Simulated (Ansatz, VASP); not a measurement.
# One calculation of MgO, two programs

```
CELL_PARAMETERS angstrom
2.93802 0.00000 0.00000
-1.46901 2.54440 0.00000
0.00000 0.00000 2.67968
ATOMIC_POSITIONS crystal
Mg 0.00000 0.00000 0.00000
O 0.33333 0.66667 0.50000
```

Measurements of this composition are mostly on another form, of space group No. 225.

Alike in both runs: task single point; functional PBEsol; k mesh 9 × 9 × 6; occupations gaussian, width 0.1 eV; no spin polarisation.

|  | VASP | Ansatz |
| --- | --- | --- |
| version | VASP 6.6.1 | Ansatz 0.2.0 |
| potentials or method | VASP PAW PBE potentials, release 64 (Mg, O) | scalar-relativistic, plane waves, PAW |
| plane-wave cutoff (eV) | 520 | 420 |
| valence electrons in the cell | 8 | 16 |

```csv
,VASP,Ansatz,Ansatz less VASP
gap on the k mesh at the Fermi level (eV),2.92,2.92,+0.002
least direct gap on the mesh (eV),3.33,3.33,+0.001
pressure (GPa),-4.4,-3.9,+0.48
largest component of the traceless stress (GPa),0.16,0.10,-0.065
```

The functional is the same, so the differences come from potentials, cutoffs and numerics. The two sets of potentials don't hold the same shells in valence.

Caveats: the PAW data sets were made with another functional, which shifts forces and pressure a little (VASP); an odd mesh through Γ misses points on the zone boundary, where band edges often lie. A hybrid or GW would open this gap; PBEsol tends to underestimate it.
